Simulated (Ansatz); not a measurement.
CO2:

```
O C
1.0
     5.62000    0.00000    0.00000
     0.00000    5.62000    0.00000
     0.00000    0.00000    5.62000
O C
8 4
Direct
  0.16700 0.33300 0.66700
  0.33300 0.66700 0.16700
  0.66700 0.16700 0.33300
  0.83300 0.83300 0.83300
  0.83300 0.66700 0.33300
  0.66700 0.33300 0.83300
  0.33300 0.83300 0.66700
  0.16700 0.16700 0.16700
  0.00000 0.50000 0.50000
  0.50000 0.50000 0.00000
  0.50000 0.00000 0.50000
  0.00000 0.00000 0.00000
```

Base run:

| Item | Value |
| --- | --- |
| Program | Ansatz 0.2.0 |
| Functional | HSE06 |
| Potentials or basis | Ansatz PAW |
| Cutoff | 420 eV (not typed: the program's choice for these potentials) |
| k mesh | 4 × 4 × 4 |
| Occupations | fermi-dirac, width 0.05 eV |
| Spin | no spin polarisation |

Its results: band gap on the k mesh 2.98 eV, direct; pressure -42.2 GPa; largest force 11.108 eV/Å.

**Question.** The run is repeated on the same cell with these changes: functional from HSE06 to PBE0. What comes out?

**Answer.** Band gap on the k mesh 3.73 eV, direct; pressure -42.4 GPa; largest force 11.136 eV/Å.

Caveats: a pressure of tens of GPa on the cell as given is suspect, and the run, the potentials or the cell itself is likely at fault; the PAW data sets come from PBE, with cores solved anew for the run's functional, which leaves a small shift of forces and pressure; forces of over 1 eV/Å show positions far from the minimum, so gaps and moduli don't describe the material at rest; the thresholds are loose for stress.

A k mesh can miss the band edges.
